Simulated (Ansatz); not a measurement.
# Area resistance of ordered V/W and Pd/Au superlattices against the number of bilayers, from ballistic PBE transport

Whoever budgets the resistance of a metallic multilayer, for a contact or a current-perpendicular sensor, must decide whether the value of one bilayer may be multiplied by the number of bilayers. The rule holds for resistors in series, but a well-ordered stack thin enough for electrons to cross coherently need not obey it. Here the number of bilayers is varied in two stacks, V/W between W(100) leads and Pd/Au between Au(111) leads. The quantity followed is the area resistance in excess of that of the perfect lead, so a stack that reflected nothing would have the value zero. The two series differ in layer thickness, orientation and lead, and each is therefore read only along its own length.

## Systems and settings

Stacks of repeated bilayers (m layers of the film metal, m layers of the lead metal) between perfect leads, current normal to the layers. Leads are perfect crystals at room-temperature lattice constants. The film takes the lead's in-plane lattice, with its layer spacing set to keep its own atomic volume; all atoms sit on ideal sites and are not relaxed. Program: Ansatz 0.2.0, plane waves with PAW potentials of the set soft_1 (made for PBE), PBE, wave cutoff 420 eV, Fermi-Dirac smearing of 0.1 eV. No spin polarisation and no spin-orbit coupling. Transport is ballistic and coherent at zero bias (Landauer, wave matching layer by layer), averaged over a mesh of wavevectors across the current and over the Fermi window at 300 K; no phonons or disorder. Selection: Runs whose potential in the leads had a step over 25 meV, or whose mesh the program flagged as unconverged, are left out. Runs with an error estimate over 20 per cent are left out.

Notes on method and selection:

- Interfaces are ideal and ordered, so the wavevector along the interface is conserved; real interfaces are mixed and rough.
- The typed smearing and mesh set the lead's Fermi level, which moves conductances of d metals by some per cent, and most where the lead's density of states is steep.
- Spin-orbit coupling is left out where no row notes it, which matters most for the elements from Hf on.
- A coherent periodic stack forms minibands, so in the long limit its conductance tends to a constant; resistors in series need diffuse scattering.
- Runs in which the search for lower states was switched off are not listed.
- Runs that did not converge, have known faults or may not be shown are not listed, and runs on Ansatz's PAW sets soft_1 and soft_2 are kept to separate tables.

Columns:

- bilayers: number of bilayers.
- error estimate (%): the program's own largest estimate of the error of the conductance (mesh, energy step, lead length).
- area resistance (1e-15 Ω m²): area resistance beyond that of the perfect lead, A (1/G - 1/G_lead), both spins.
- per bilayer (1e-15 Ω m²): area resistance divided by the number of bilayers.
- transmitted share: conductance divided by the Sharvin conductance of the perfect lead.

Input lines of one member:

```
kpoints:
  mp_grid: { grid: [12, 12, 2] }
hamiltonian:
  xc: pbe
  pseudopotentials: { kind: paw, azcp: { folder: soft_1 } }
scf:
  occupations: { method: fermi_dirac, width: 0.1 }
output:
  transmission: { leads: [[0, 1]], kmesh: [24, 24], e_range: [-1.0, 1.0], de: 0.036 }
```

Command (options for logging and memory left out): `ansatz run input.yaml --threads 4 --backend cpu`

## Computed values

| member | bilayer, lead and functional | bilayers | error estimate (%) | area resistance (1e-15 Ω m²) | per bilayer (1e-15 Ω m²) | transmitted share |
| --- | --- | --- | --- | --- | --- | --- |
| 1 bilayer | (1 V, 1 W) in W(100), PBE | 1 | 7 | 0.414 | 0.414 | 0.719 |
| 2 bilayers | (1 V, 1 W) in W(100), PBE | 2 | 8 | ? | ? | ? |
| 4 bilayers | (1 V, 1 W) in W(100), PBE | 4 | 9 | 1.030 | 0.257 | 0.506 |
| 6 bilayers | (1 V, 1 W) in W(100), PBE | 6 | 9 | 0.928 | 0.155 | 0.536 |
| 8 bilayers | (1 V, 1 W) in W(100), PBE | 8 | 9 | 1.062 | 0.133 | 0.498 |
| 3 bilayers | (3 Pd, 3 Au) in Au(111), PBE | 3 | 4 | 0.576 | 0.192 | 0.670 |
| 4 bilayers | (3 Pd, 3 Au) in Au(111), PBE | 4 | 4 | 0.595 | 0.149 | 0.663 |
| 5 bilayers | (3 Pd, 3 Au) in Au(111), PBE | 5 | 5 | 0.613 | 0.123 | 0.656 |

Cells marked ? are withheld until the estimate has been made.

## Reading the trend

Neither series adds up bilayer by bilayer. Eight V/W bilayers in series would have eight times the one-bilayer value, roughly 3.3 (all resistances in 1e-15 Ω m²), whereas the calculated value is 1.062, about a third of that. The rise comes early: between one and four bilayers the mean slope is (1.030 − 0.414) / 3 = 0.205 per bilayer, and between four and eight it is (1.062 − 1.030) / 4 = 0.008. The lower value at six bilayers lies within the program's error estimate of 9 per cent in the conductance and needs no physical cause.

For Pd/Au the table begins at three bilayers, where the curve is already nearly flat. Scaling that row to five bilayers would give 0.576 × 5 / 3 = 0.960, against a calculated 0.613. The remaining rise, 0.613 − 0.576 = 0.037, is smaller than the error estimates allow one to interpret. In Pd/Au, and in V/W from four bilayers on, the falling resistance per bilayer mostly reflects division of a nearly constant total by a growing number.

The accepted reason, which the table agrees with but does not resolve, is phase coherence together with the conserved wavevector along the ideal interfaces. At each such wavevector the repeated bilayers form minibands. An electron whose energy falls inside a miniband crosses a stack of any length, with some reflection where the stack meets the leads. One whose energy falls in a minigap is carried only by a decaying wave, and its contribution dies out as bilayers are added. Once those contributions are gone, further bilayers cost little.

Resistance that grows in proportion to length requires diffuse scattering: roughness and intermixing mix the wavevectors, and phonons also destroy phase. The flat curves therefore describe ordered, coherent stacks and give no licence to treat a rough multilayer in the same way.

## Predicting the missing value

Plain estimates from the members shown:

- 2 bilayers ((1 V, 1 W) in W(100), PBE), straight-line interpolation between 1 bilayer and 4 bilayers: w = (2 − 1) / (4 − 1) = 0.333, so 0.414 + 0.333 × (1.030 − 0.414) = 0.619 1e-15 Ω m²

The straight line between one and four bilayers gives 0.619. It is probably low, because a curve that rises early and then flattens lies above its chord. Simple addition, 2 × 0.414 = 0.828, should be too high, since the channels that stay open do not pay twice.

The miniband picture suggests a transmitted share $t$ that falls from 1 without a stack towards a level $s$, with the closing part shrinking by a constant factor $q$ per bilayer:

$$t(n) = s + (1 - s)\,q^n, \qquad R(n) = R_L\,(1/t - 1).$$

The single-bilayer row gives the lead's Sharvin resistance, $R_L$ = 0.414 / (1/0.719 − 1) = 1.06. The mean of the six- and eight-bilayer rows serves as the level, $s$ = (0.536 + 0.498) / 2 = 0.517, the closing part is 1 − 0.517 = 0.483, and then $q$ = (0.719 − 0.517) / (1 − 0.517) = 0.418.

The four-bilayer row was not used and can test the route. There $t$ = 0.517 + 0.483 × 0.418⁴ = 0.532 and $R$ = 1.06 × (1/0.532 − 1) = 0.93, which is 0.10 below the calculated 1.030.

For two bilayers $t$ = 0.517 + 0.483 × 0.418² = 0.601, so $R$ = 1.06 × (1/0.601 − 1) = 0.70. The miss at four bilayers is taken as the standard deviation. Interference between just two V layers could shift the result either way, and no correction is made for it.

**Committed estimate, 2 bilayers ((1 V, 1 W) in W(100), PBE): area resistance = 0.70 ± 0.10 1e-15 Ω m².**

## Outcome

| member | bilayer, lead and functional | bilayers | error estimate (%) | area resistance (1e-15 Ω m²) | per bilayer (1e-15 Ω m²) | transmitted share |
| --- | --- | --- | --- | --- | --- | --- |
| 2 bilayers | (1 V, 1 W) in W(100), PBE | 2 | 8 | 0.781 | 0.390 | 0.576 |

| member | estimate | area resistance (1e-15 Ω m²) | computed | estimate − computed | miss in error bars |
| --- | --- | --- | --- | --- | --- |
| 2 bilayers ((1 V, 1 W) in W(100), PBE) | committed | 0.700 | 0.781 | −0.081 | 0.8 |
| 2 bilayers ((1 V, 1 W) in W(100), PBE) | interpolation | 0.619 | 0.781 | −0.162 |  |

The estimate of 0.70 ± 0.10 (in 1e-15 Ω m², as throughout) lies 0.081 below the computed 0.781, inside its error bar and with half the miss of the straight line, 0.162. Plain doubling of the one-bilayer value, rejected beforehand as too high, gives 0.828 and misses by only 0.828 − 0.781 = 0.047, so it would have served better.

The computed value lies above the chord, as expected, though by an amount comparable to its numerical error. Taken at face value, the rows rise faster at first than the constant shrinking factor allows: the second bilayer adds 0.781 − 0.414 = 0.367, nearly as much as the first. The next two add (1.030 − 0.781) / 2 = 0.125 each.

With the lead's resistance held fixed, the error of the area resistance is the total A/G, lead included, times the relative error of G. An error of 8 per cent in the conductance thus corresponds to about 1.06 / 0.576 × 0.08 = 0.15 in this resistance, more than separates the estimate from simple addition. The new row therefore cannot decide between them. The case against addition rests on the longer stacks, where it fails by far more than the error; minibands are the accepted explanation of that failure, not something these rows resolve.

## Where the trend breaks

No row stands clearly apart from its series. The largest irregularity is the V/W stack of six bilayers, which lies (1.030 + 1.062) / 2 − 0.928 = 0.118 below the mean of its neighbours, while its 9 per cent error in conductance amounts to about 1.06 / 0.536 × 0.09 = 0.18. Numerical error could thus account for it, although interference in a finite stack could also leave a ripple of this kind.

## Conclusions

For these ordered stacks the resistance levels off. In V/W addition is a fair approximation up to two bilayers, and from four to eight the value stays near (1.030 + 0.928 + 1.062) / 3 = 1.01. The three rows agree with this mean within their numerical error of about 0.2. Pd/Au is flat from three to five bilayers; its initial rise is not shown in the table.

For a contact of 100 nm × 100 nm, or 1e-14 m², eight V/W bilayers add 1.062 × 1e-15 / 1e-14 = 0.11 Ω to the lead, where addition would predict 0.33 Ω.

The omitted effect that matters most is diffuse scattering by rough, mixed interfaces and phonons. It raises the resistance of long stacks and restores growth with length. If it brought eight bilayers back to simple addition, their resistance would be roughly three times the value computed here, so the plateau should not be used to budget a rough multilayer.

[Logs are printed without paths, hosts, clocks, repeated set-up lines and the standing remarks that a program may print on its own settings, such as how far it seeks lower states.]
